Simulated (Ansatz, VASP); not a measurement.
# GaN: VASP beside Ansatz

Wanted: the spread between two codes on one cell, functional and k mesh. The cell is taken from a series of runs on this material, whose earlier steps may have relaxed, scaled, displaced or heated it; both programs get it as it stands.

Program: Ansatz 0.2.0. Level of theory: plane waves, with VASP 6.6.1 beside it; zone-centre phonons at LDA. Results are calculated unless marked as measured.

## 1. The starting structure

Symmetry: Imm2, No. 44, orthorhombic system. Conventional cell: a = 3.153 Å, b = 3.182 Å, c = 4.429 Å, α = 90.00°, β = 90.00°, γ = 90.00°. Nearest to N lie 4 Ga at 1.93 Å. Nearest to Ga lie 4 N at 1.93 Å. Farther neighbours and most contacts between anions are not listed.

As a file:

```xyz
2
Lattice="0.0102 2.2397 2.2143 2.2397 0.0102 2.2143 2.2499 2.2499 0.0000" Properties=species:S:1:pos:R:3 pbc="T T T"
N     1.1249    1.1249    1.1040
Ga    2.2499    2.2499    0.0031
```

## 2. VASP: zone-centre phonons, LDA, pair 1

Second derivatives magnify differences that forces hide, and they need a tight electronic threshold.

Lines of VASP's logs that name or quote its potential files are left out, and so is its time.

INCAR

```
SYSTEM = GaN
PREC = Accurate
ENCUT = 600
EDIFF = 1E-08
NELM = 120
ISMEAR = 0
SIGMA = 0.01
LREAL = .FALSE.
ALGO = Normal
GGA = CA
NBANDS = 15
LORBIT = 11
LWAVE = .FALSE.
LCHARG = .FALSE.
ISIF = 2
IBRION = 8
LASPH = .TRUE.
GGA_COMPAT = .FALSE.
EFERMI = MIDGAP
KPAR = 2
```

POSCAR

```
GaN
1.0
    0.0102021755      2.2396763624      2.2142569369
    2.2396763624      0.0102021755      2.2142569369
    2.2498785379      2.2498785379     -0.0000000001
N Ga
1 1
Direct
    0.2493008917      0.2493008917      0.2506991083
    0.0006991083      0.0006991083      0.9993008917
```

KPOINTS

```
Automatic mesh
0
Gamma
12 12 12
0 0 0
```

PAW data sets: N and Ga_d (LDA family, release 64).

Launch:

```bash
> mpirun -np 2 vasp_std
```

Numbers of over 12 decimals in the logs are rounded to 6 here.

What it wrote:

```text
[banner, memory and clock lines left out]
running    2 mpi-ranks, on    1 nodes
 distrk:  each k-point on    1 cores,    2 groups
 distr:  one band on    1 cores,    1 groups

 POSCAR found type information on POSCAR N Ga
 POSCAR found :  2 types and       2 ions
 LDA part: xc-table for (Slater(with rela. corr.)+CA(PZ))
 , standard interpolation
 POSCAR, INCAR and KPOINTS ok, starting setup
 FFT: planning ... GRIDC
 FFT: planning ... GRID_SOFT
 FFT: planning ... GRID
 WAVECAR not read
 entering main loop
       N       E                     dE             d eps       ncg     rms          rms(c)
DAV:   1     0.887601050382E+02    0.88760E+02   -0.10202E+04  9300   0.235E+03
DAV:   2    -0.947069430424E+01   -0.98231E+02   -0.91561E+02  9562   0.363E+02
DAV:   3    -0.159375703491E+02   -0.64669E+01   -0.64363E+01  9534   0.778E+01
DAV:   4    -0.160116410466E+02   -0.74071E-01   -0.74056E-01 10553   0.883E+00
DAV:   5    -0.160125817808E+02   -0.94073E-03   -0.94072E-03  9961   0.951E-01    0.759E+00
DAV:   6    -0.139986813246E+02    0.20139E+01   -0.52200E+00 12628   0.440E+01    0.266E+00
DAV:   7    -0.139710481333E+02    0.27633E-01   -0.26634E-01  9821   0.647E+00    0.168E+00
DAV:   8    -0.139463312060E+02    0.24717E-01   -0.71305E-02 10010   0.300E+00    0.701E-01
DAV:   9    -0.139429441591E+02    0.33870E-02   -0.12655E-02 11464   0.249E+00    0.202E-01
DAV:  10    -0.139430206848E+02   -0.76526E-04   -0.15828E-03 10415   0.576E-01    0.835E-02
DAV:  11    -0.139429495606E+02    0.71124E-04   -0.23384E-04 12842   0.287E-01    0.130E-02
DAV:  12    -0.139429515608E+02   -0.20002E-05   -0.18293E-05  9450   0.495E-02    0.292E-03
DAV:  13    -0.139429515181E+02    0.42704E-07   -0.68567E-07 13374   0.158E-02    0.189E-03
DAV:  14    -0.139429515218E+02   -0.36866E-08   -0.43336E-08  9464   0.216E-03
   1 F= -.13942952E+02 E0= -.13942952E+02  d E =0.000000E+00
 Linear response reoptimize wavefunctions to high precision
DAV:   1    -0.139429515213E+02    0.47476E-09   -0.14626E-09  7338   0.384E-04
DAV:   2    -0.139429515213E+02   -0.30013E-10   -0.28227E-10  5565   0.183E-04
 Linear response DOF=           4
 Linear response progress:
  Degree of freedom:   1/  4
       N       E                     dE             d eps       ncg     rms          rms(c)
RMM:   1    -0.236370277793E+00   -0.23637E+00    0.88454E-02 61831   0.402E+00
RMM:   2    -0.227063510469E+00    0.93068E-02   -0.87160E-03 45219   0.104E+00    0.143E-01
RMM:   3    -0.228139988525E+00   -0.10765E-02   -0.15565E-03 50022   0.336E-01    0.702E-02
RMM:   4    -0.229345072453E+00   -0.12051E-02   -0.35734E-04 49801   0.133E-01    0.176E-02
RMM:   5    -0.229425038510E+00   -0.79966E-04   -0.12318E-05 51176   0.312E-02    0.273E-03
RMM:   6    -0.229373603823E+00    0.51435E-04   -0.86943E-07 50196   0.803E-03    0.126E-03
RMM:   7    -0.229367211404E+00    0.63924E-05   -0.43579E-08 52788   0.199E-03    0.226E-04
RMM:   8    -0.229365340876E+00    0.18705E-05   -0.95860E-09 52079   0.519E-04    0.269E-05
RMM:   9    -0.229364994629E+00    0.34625E-06   -0.13285E-09 52805   0.154E-04    0.110E-05
RMM:  10    -0.229365166400E+00   -0.17177E-06   -0.19007E-09 51751   0.633E-05    0.128E-06
RMM:  11    -0.229365163541E+00    0.28588E-08   -0.16676E-09 51914   0.305E-05    0.376E-07
 first order change of Fermi-energy   0.13387E-03
 force on displaced ion       1 direction 1 : -13.194   0.140   0.001
 Linear response progress:
  Degree of freedom:   2/  4
       N       E                     dE             d eps       ncg     rms          rms(c)
RMM:   1    -0.236260522806E+00   -0.23626E+00    0.88229E-02 19300   0.402E+00
RMM:   2    -0.227145456384E+00    0.91151E-02   -0.86389E-03 14518   0.103E+00    0.143E-01
RMM:   3    -0.228219064394E+00   -0.10736E-02   -0.15503E-03 16059   0.334E-01    0.701E-02
RMM:   4    -0.229422978198E+00   -0.12039E-02   -0.34832E-04 15937   0.132E-01    0.177E-02
RMM:   5    -0.229507630284E+00   -0.84652E-04   -0.12172E-05 16540   0.309E-02    0.278E-03
RMM:   6    -0.229454719514E+00    0.52911E-04   -0.83348E-07 16087   0.799E-03    0.128E-03
RMM:   7    -0.229448457230E+00    0.62623E-05   -0.30778E-08 16990   0.198E-03    0.225E-04
RMM:   8    -0.229446371974E+00    0.20853E-05   -0.56672E-09 16691   0.515E-04    0.264E-05
RMM:   9    -0.229446022018E+00    0.34996E-06   -0.22009E-09 16950   0.153E-04    0.118E-05
RMM:  10    -0.229446189738E+00   -0.16772E-06   -0.23759E-09 16650   0.620E-05    0.128E-06
RMM:  11    -0.229446188801E+00    0.93679E-09   -0.19351E-09 16582   0.301E-05    0.449E-07
 first order change of Fermi-energy   0.38255E-02
 force on displaced ion       1 direction 3 :  -0.000  -0.000 -13.021
 Linear response progress:
  Degree of freedom:   3/  4
       N       E                     dE             d eps       ncg     rms          rms(c)
RMM:   1    -0.163347841488E+00   -0.16335E+00    0.26605E-01 33300   0.919E+00
RMM:   2    -0.161098951325E+00    0.22489E-02   -0.34022E-02 51155   0.168E+00    0.558E-02
RMM:   3    -0.161319891109E+00   -0.22094E-03   -0.25312E-03 51522   0.403E-01    0.338E-02
RMM:   4    -0.160936780823E+00    0.38311E-03   -0.15463E-04 54504   0.112E-01    0.359E-03
RMM:   5    -0.160949478487E+00   -0.12698E-04   -0.17636E-05 55582   0.322E-02    0.216E-03
RMM:   6    -0.160943714488E+00    0.57640E-05   -0.29691E-07 55772   0.102E-02    0.327E-04
RMM:   7    -0.160943925711E+00   -0.21122E-06   -0.37311E-08 56498   0.352E-03    0.220E-04
RMM:   8    -0.160943894546E+00    0.31164E-07    0.51551E-07 55884   0.121E-03    0.314E-05
RMM:   9    -0.160943914099E+00   -0.19552E-07    0.15395E-07 56963   0.452E-04    0.117E-05
RMM:  10    -0.160943819033E+00    0.95065E-07    0.14708E-07 55858   0.182E-04    0.286E-06
RMM:  11    -0.160943815561E+00    0.34724E-08    0.69225E-08 57037   0.841E-05    0.107E-06
 first order change of Fermi-energy  -0.40131E-05
 force on displaced ion       2 direction 1 : -13.184   0.127   0.000
 Linear response progress:
  Degree of freedom:   4/  4
       N       E                     dE             d eps       ncg     rms          rms(c)
RMM:   1    -0.163105804795E+00   -0.16311E+00    0.27549E-01 10709   0.919E+00
RMM:   2    -0.161035188961E+00    0.20706E-02   -0.34109E-02 16276   0.166E+00    0.554E-02
RMM:   3    -0.161219916779E+00   -0.18473E-03   -0.24071E-03 16578   0.393E-01    0.335E-02
RMM:   4    -0.160842767890E+00    0.37715E-03   -0.15734E-04 17260   0.110E-01    0.347E-03
RMM:   5    -0.160849487574E+00   -0.67197E-05   -0.12083E-05 17874   0.318E-02    0.210E-03
RMM:   6    -0.160845795663E+00    0.36919E-05   -0.13955E-06 17738   0.101E-02    0.330E-04
RMM:   7    -0.160845385768E+00    0.40989E-06   -0.27121E-07 18154   0.353E-03    0.222E-04
RMM:   8    -0.160845384764E+00    0.10043E-08   -0.80786E-08 17821   0.123E-03    0.314E-05
 first order change of Fermi-energy  -0.27226E-02
 force on displaced ion       2 direction 3 :   0.000  -0.000 -13.025
 Linear response finished
```

OUTCAR, selected parts (step 2):

```text
ion  position               nearest neighbor table
   1  0.249  0.249  0.251-   2 1.93   2 1.93   2 1.93   2 1.93
   2  0.001  0.001  0.999-   1 1.93   1 1.93   1 1.93   1 1.93

  LATTYP: Found a body centered orthorhombic cell.
 ALAT       =     3.1529526321
 B/A-ratio  =     1.0091520912
 C/A-ratio  =     1.4045608643

 Subroutine GETGRP returns: Found  4 space group operations
 (whereof  4 operations were pure point group operations)

The static configuration has the point symmetry C_2v.

 Found    280 irreducible k-points:

   k-points           NKPTS =    280   k-points in BZ     NKDIM =    280   number of bands    NBANDS=     15

   dimension x,y,z NGX =    28 NGY =   28 NGZ =   28
   dimension x,y,z NGXF=    56 NGYF=   56 NGZF=   56

   ENCUT  =  600.0 eV  44.10 Ry    6.64 a.u.   6.29  6.29  6.35*2*pi/ulx,y,z

   NELECT =      18.0000    total number of electrons

 k-points in reciprocal lattice and weights: Automatic mesh
   0.00000000  0.00000000  0.00000000       0.001
   0.08333333 -0.00000000 -0.00000000       0.002
   0.16666667 -0.00000000 -0.00000000       0.002
   0.25000000 -0.00000000  0.00000000       0.002
   0.33333333  0.00000000 -0.00000000       0.002
   0.41666667 -0.00000000 -0.00000000       0.002
   0.50000000 -0.00000000  0.00000000       0.001
   0.08333333  0.08333333 -0.00000000       0.001
   0.16666667  0.08333333 -0.00000000       0.002
[...]
0.25000000  0.25000000  0.50000000       0.001
  -0.25000000  0.25000000  0.50000000       0.001

 average (electrostatic) potential at core
       1 -61.6877       2 -64.4193

  Total       -0.0604183     -0.0604183      0.1373792     -0.2030417      0.0000000      0.0000000
  in kB       -4.3577240     -4.3577240      9.9085920    -14.6445591      0.0000000      0.0000000
  external PRESSURE =       0.3977147 kB  Pullay stress =       0.0000000 kB

  energy-cutoff  :      600.00
  volume of cell :       22.21
      direct lattice vectors                 reciprocal lattice vectors
     0.010202176  2.239676362  2.214256937    -0.224268127  0.224268127  0.225809386
     2.239676362  0.010202176  2.214256937     0.224268127 -0.224268127  0.225809386
     2.249878538  2.249878538 -0.000000000     0.222234219  0.222234219 -0.225809386

 POSITION                                       TOTAL-FORCE (eV/Angst)
 -----------------------------------------------------------------------------------
      1.12494      1.12494      1.10403         0.000000      0.000000     -0.002195
      2.24988      2.24988      0.00310        -0.000000     -0.000000      0.002195
 -----------------------------------------------------------------------------------
    total drift:                                0.000000      0.000000     -0.000221

 Eigenvectors and eigenvalues of the dynamical matrix
 ----------------------------------------------------

   1 f  =   16.715846 THz   105.028761 2PiTHz  557.580619 cm-1    69.131155 meV
             X         Y         Z           dx          dy          dz
      1.124939  1.124939  1.104032    -0.645373    0.645373    0.000000
      2.249879  2.249879  0.003096     0.288953   -0.288953   -0.000000

   2 f  =   16.541978 THz   103.936316 2PiTHz  551.781008 cm-1    68.412095 meV
             X         Y         Z           dx          dy          dz
      1.124939  1.124939  1.104032    -0.645264   -0.645264    0.000000
      2.249879  2.249879  0.003096     0.289196    0.289196   -0.000000

   3 f  =   16.521274 THz   103.806223 2PiTHz  551.090366 cm-1    68.326466 meV
             X         Y         Z           dx          dy          dz
      1.124939  1.124939  1.104032    -0.000000   -0.000000   -0.912541
      2.249879  2.249879  0.003096     0.000000    0.000000    0.408986

   4 f/i=    0.000901 THz     0.005664 2PiTHz    0.030068 cm-1     0.003728 meV
             X         Y         Z           dx          dy          dz
      1.124939  1.124939  1.104032     0.289196    0.289196   -0.000000
      2.249879  2.249879  0.003096     0.645264    0.645264   -0.000000

   5 f/i=    0.000922 THz     0.005791 2PiTHz    0.030742 cm-1     0.003812 meV
             X         Y         Z           dx          dy          dz
      1.124939  1.124939  1.104032     0.000000    0.000000    0.408986
      2.249879  2.249879  0.003096     0.000000    0.000000    0.912541

   6 f/i=    0.005385 THz     0.033832 2PiTHz    0.179609 cm-1     0.022269 meV
             X         Y         Z           dx          dy          dz
      1.124939  1.124939  1.104032     0.288953   -0.288953   -0.000000
      2.249879  2.249879  0.003096     0.645373   -0.645373   -0.000000

 ELASTIC MODULI CONTR FROM IONIC RELAXATION (kBar)
 Direction    XX          YY          ZZ          XY          YZ          ZX
 --------------------------------------------------------------------------------
 XX          -0.4712     -0.4712     -0.5779     14.2898     -0.0000     -0.0000
 YY          -0.4712     -0.4712     -0.5779     14.2898     -0.0000     -0.0000
 ZZ          -0.5779     -0.5779     -0.7087     17.5248      0.0000      0.0000
 XY          14.2898     14.2898     17.5248   -433.3586      0.0000      0.0000
 YZ          -0.0000     -0.0000      0.0000      0.0000   -432.4648     18.6741
 ZX          -0.0000     -0.0000      0.0000      0.0000     18.6741   -425.7629
 --------------------------------------------------------------------------------
```

The gap is read on the k-mesh alone, so it is an upper bound where the band edges lie off the mesh. Energies printed during the response cycles are not total energies of the cell.

## 3. Ansatz: zone-centre phonons, LDA, pair 1

Ansatz runs on its PAW soft_1 files.

The same cell, functional (in two slightly different forms) and mesh now go to Ansatz, which takes its cutoff from its data sets.

input.yaml

```yaml
crystal:
  lattice:
    - [0.0102021755, 2.2396763624, 2.2142569369]
    - [2.2396763624, 0.0102021755, 2.2142569369]
    - [2.2498785379, 2.2498785379, -1.0e-10]
  atoms:
    - { symbol: "N", position: [0.2493008917, 0.2493008917, 0.2506991083] }
    - { symbol: Ga, position: [0.0006991083, 0.0006991083, -0.0006991083] }
kpoints:
  mp_grid: { grid: [12, 12, 12] }
hamiltonian:
  xc: lda
  pseudopotentials: { kind: paw, azcp: { folder: soft_1 }, xc_functional: pbe }
scf:
  occupations: { method: fixed }
output:
  eigenvalues: true
phonons:
  method: dfpt
```

Launch:

```bash
> ansatz run input.yaml --threads 4 --pin off --max-ram 10240MiB --backend cpu --events-out ev --progress --plain --runs-dir out
```

What it wrote:

```text
zone centre: on kpoints.mp_grid the ground state, and the responses unless they are solved on pairs of k-points, stand on 476 of the mesh's 1728 k-points, reduced under 2 symmetry operations, with k and −k counted as one. Each operation leaves every solved displacement unchanged or reverses it
Engine: ansatz 0.2.0, aarch64-unknown-linux-gnu
Pseudopotentials: kind: paw
Pseudopotential: N, paw, valence charge 5, recommended cutoff 420 eV (normal), soft_1/N.paw.azcp
Pseudopotential: Ga, paw, valence charge 13, recommended cutoff 420 eV (normal), soft_1/Ga.paw.azcp
Functional definition: SPW92
  exchange = slater_x
  correlation = pw_c
Crystal: 2 atoms, lattice volume = 22.214 Å³
Basis set: ecut = 420 eV, 419 PW (Γ), exchange–correlation on 48×48×48 points (8 copies of the dense FFT grid, shifted against one another)
Bands: 13, of which v1, the nominal top of the filled ones, is band 9 counted from 1 (8 counted from 0)
Symmetry: 4 space group operations
k-points: 476 of 1728 (irreducible under 2 space group operations, time reversal used)
Non-local potential: N, projectors of the file, l = 0: 2, l = 1: 2, l = 2: 1
Non-local potential: Ga, projectors of the file, l = 0: 2, l = 1: 2, l = 2: 3, l = 3: 1
PAW form: soft (Blöchl's): semilocal exchange-correlation on the pseudo side does not see the compensation charge
PAW frozen core: N, regenerated for the run's functional, and the local potential with it (the file was generated under x = pbe(κ = 0.804, μ = 0.219515), c = pbe(β = 0.066725))
PAW frozen core: Ga, regenerated for the run's functional, and the local potential with it (the file was generated under x = pbe(κ = 0.804, μ = 0.219515), c = pbe(β = 0.066725))
PAW one-centre angular grid: N, 110 points (default); XC on 64 Gauss nodes
PAW one-centre angular grid: Ga, 590 points (default); XC on 64 Gauss nodes
Initial density: superposition of atomic densities (chi_scale 0.1, normalization cell, long waves kept (reshape's long-wave potential 0.00 eV rms))
Initial wavefunctions: pseudopotential atomic-orbital guess
Functional: x = slater, c = lda
SCF iter   1: F=—  HF=-4082.722631 eV  |F-HF|=—  |Δ(HF+E_count)|=         —  Δρ=1.06e-1  dr2=2.20e0  ethr=3.10e-3  ⟨swp⟩=4.0  Hψ=27408  notcnv=0  defer=677
preconditioner: auto → none  [insulator: Δε(μ)=2.773 eV  Ē_g=19.280 eV  n_scr=8 (ndim 8)  ℏωp=33.4 eV  f_vac=0.000  ε∞_Penn≈4.0]
SCF iter   2: F=—  HF=-4082.213634 eV  |F-HF|=—  |Δ(HF+E_count)|=   5.09e-1  Δρ=5.87e-2  dr2=4.72e-1  ethr=3.10e-3  ⟨swp⟩=2.1  Hψ=14748  notcnv=0  defer=144
SCF iter   3: F=—  HF=-4082.096921 eV  |F-HF|=—  |Δ(HF+E_count)|=   1.17e-1  Δρ=1.90e-2  dr2=4.01e-2  ethr=2.62e-3  ⟨swp⟩=2.0  Hψ=8631  notcnv=0  defer=951
SCF iter   4: F=—  HF=-4082.088589 eV  |F-HF|=—  |Δ(HF+E_count)|=   8.33e-3  Δρ=7.73e-3  dr2=5.71e-3  ethr=2.23e-4  ⟨swp⟩=2.0  Hψ=12046  notcnv=0  defer=951
SCF iter   5: F=—  HF=-4082.085815 eV  |F-HF|=—  |Δ(HF+E_count)|=   2.77e-3  Δρ=8.82e-4  dr2=4.83e-5  ethr=3.17e-5  ⟨swp⟩=2.0  Hψ=11229  notcnv=0  defer=952
SCF iter   6: F=—  HF=-4082.085802 eV  |F-HF|=—  |Δ(HF+E_count)|=   1.38e-5  Δρ=1.34e-4  dr2=1.86e-6  ethr=2.68e-7  ⟨swp⟩=2.0  Hψ=9143  notcnv=0  defer=70
SCF iter   7: F=—  HF=-4082.085802 eV  |F-HF|=—  |Δ(HF+E_count)|=   5.87e-8  Δρ=1.37e-5  dr2=1.94e-8  ethr=1.03e-8  ⟨swp⟩=2.4  Hψ=8933  notcnv=0
SCF iter   8: F=—  HF=-4082.085802 eV  |F-HF|=—  |Δ(HF+E_count)|=   2.71e-9  Δρ=1.03e-6  dr2=1.60e-10  ethr=1.08e-10  ⟨swp⟩=2.0  Hψ=8556  notcnv=0
SCF iter   9: F=-4082.085802 eV  HF=-4082.085802 eV  |F-HF|=7.28e-12  |Δ(HF+E_count)|=  3.96e-11  Δρ=2.54e-7  dr2=8.47e-12  ethr=1.00e-12  ⟨swp⟩=6.0  Hψ=32208  notcnv=0
SCF 1 converged in 9 iterations: F = -4082.085802 eV  dr2 = 8.47e-12
  greatest PAW one-centre occupation: 0.996 electrons in one spin orbital (limit 2), on the Ga atom at site 1 (counted from 0), in its partial waves of l = 2
DFPT response loops at Γ: preconditioner auto → none (the input reference at scf.mixing.eps_inf says where Resta's filter doesn't serve); β = 0.50; Broyden in place of MSR1
SCF converged after 9 iterations
Free energy (F): -4082.085802 eV
Harris-Foulkes:  -4082.085802 eV  (|F-HF|=7.28e-12)
Internal energy: -4082.085802 eV  (E = F + TS)
E sigma→0 (E₀):  -4082.085802 eV
Fermi energy:    9.765341 eV
--- Per-component energies (eV) ---
  E_band       = -5.983630
  E_kinetic    = 241.576341
  E_local      = -1393.914157  (includes V_loc(G=0)·N_el)
  E_nonlocal   = -51.815638
  E_hartree    = 884.674660
  E_xc         = -121.770469
  E_vxc        = -131.341687  (∫ρ·V_xc dr)
  E_paw        = -2039.289092  (= ΣΔE_a)
  E_vpaw       = -439.838491  (= ΣTr[D̂ρ^β])
  E_aug_tail   = 0.000657  (compensation charges beyond the density's cutoff)
  E_ewald      = -1603.356629
  E_core_change = 1.808525  (= ΣΔE_core)
  E_smearing   = -0.000000  (= −TS)
  E_closure    = 0.000000  (closes the sum)
  Σ components = -4082.085802   (vs F -4082.085802, Δ=0.00e0)
--- Band table (eV; the first three rows and the last of 476) ---
  k-point 0: bands = [... 5 lower, -3.5418, 9.6822, 9.7428, 9.7653, 11.6584, 19.9503, 20.0245, 20.1577]
  k-point 1: bands = [... 5 lower, -3.5431, 8.8937, 9.6623, 9.6627, 12.2888, 19.6154, 20.1311, 20.2699]
  k-point 2: bands = [... 5 lower, -3.5438, 7.4096, 9.4528, 9.4631, 13.2227, 18.9512, 20.4071, 20.4843]
  k-point 475: bands = [... 5 lower, -1.6272, 3.4835, 6.7672, 6.8995, 12.9414, 16.2623, 21.5552, 23.7196]
--- Phonons (Γ-DFPT): 4 representative perturbations + reference, on 476 of 1728 k-points (Σ response iterations 12) ---
  k mesh reduced under 2 symmetry operations, with k and −k counted as one. Each operation leaves every solved displacement unchanged or reverses it
  ASR residual: 1.864e-4 → 0.000e0 eV/Å²; symmetrization residual: 1.407e-6 eV/Å²
  ASR residual per site (eV/Å²): 1.86e-4 5.68e-5
  Γ frequencies (cm⁻¹): 0.00 0.00 0.00 546.09 546.65 552.50
  non-analytic LO–TO correction: not included (Born effective charges unavailable; polar crystals: no LO–TO splitting at Γ)
```

The column dr2 measures how far the density is from self-consistency, as an energy; F and HF (Harris–Foulkes) agree once it is small.

## 4. Differences

Known differences besides the potentials themselves: the two LDA forms differ slightly; fixed occupations in Ansatz, narrow Gaussian smearing in VASP; the cutoff is 420 eV in Ansatz and 600 eV in VASP; VASP's log shows a relativistic correction to its local exchange, Ansatz's none. Total energies have different zeros and are not compared.

Compared:

```csv
quantity,Ansatz,VASP,difference
optical mode 1 (cm⁻¹),546.1,551.1,-0.91 %
optical mode 2 (cm⁻¹),546.6,551.8,-0.93 %
optical mode 3 (cm⁻¹),552.5,557.6,-0.91 %
```

Modes are paired by rising frequency, not by their patterns, so a pair may set unlike modes beside each other; they are those without the splitting of longitudinal modes.

(Continued in part 2 of 2.)

[Lines on the potential files, build, host, timing and source positions are cut from VASP's logs without a mark.]

[Logs are printed without paths, hosts, clocks, repeated set-up lines and the standing remarks that a program may print on its own settings, such as how far it seeks lower states.]

[Hosts, paths, dates, database ids (printed as entryN), source tags and the programs' standing remarks are cut or masked in the printed files.]
